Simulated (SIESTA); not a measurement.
Runs of SIESTA 5.4.2 on Cu2O (Cuprite). Symmetry: Pn-3m, No. 224, cubic system. Conventional cell: a = 4.260 Å, b = 4.260 Å, c = 4.260 Å, α = 90.00°, β = 90.00°, γ = 90.00°. Around Cu (site symmetry -3m) lie 2 O at 1.84 Å. Around O (site symmetry -43m) lie 4 Cu at 1.84 Å. 

```tsv
task	level	gap on the mesh (eV)	pressure (GPa)	V0 of scaled cells (Å³/atom)	B0 (GPa)
equation of state	PW91	-	-	13.27	112
band structure	vdW-DF	0.60	10.5	-	-
band structure	BLYP	0.60	9.1	-	-
band structure	vdW-DF-cx	(a)	-0.3	-	-
equation of state	BP86	-	-	(b)	112
```

Alike in all rows: potentials or basis PseudoDojo 0.4 standard (PBE files), DZP (energy shift 0.002 Ry); no spin polarisation; cell as given; k mesh 6 × 6 × 6; smearing fermi-dirac 0.05 eV; grid cutoff 800 Ry; energy shift 0.002 Ry.

Problem. Fill in the values left out.

Solution. (a) 0.49; (b) 13.31.

Caveats: semicore shells carry a single zeta, which can move pressures by several GPa and volumes by a few percent; the potentials were made for another functional, which shifts forces and pressure; the basis of atomic orbitals isn't converged, which shifts pressures, moduli and gaps; the run has no spin polarisation, though such a crystal can be magnetic (some runs).

Runs at the PBE level aren't shown here.
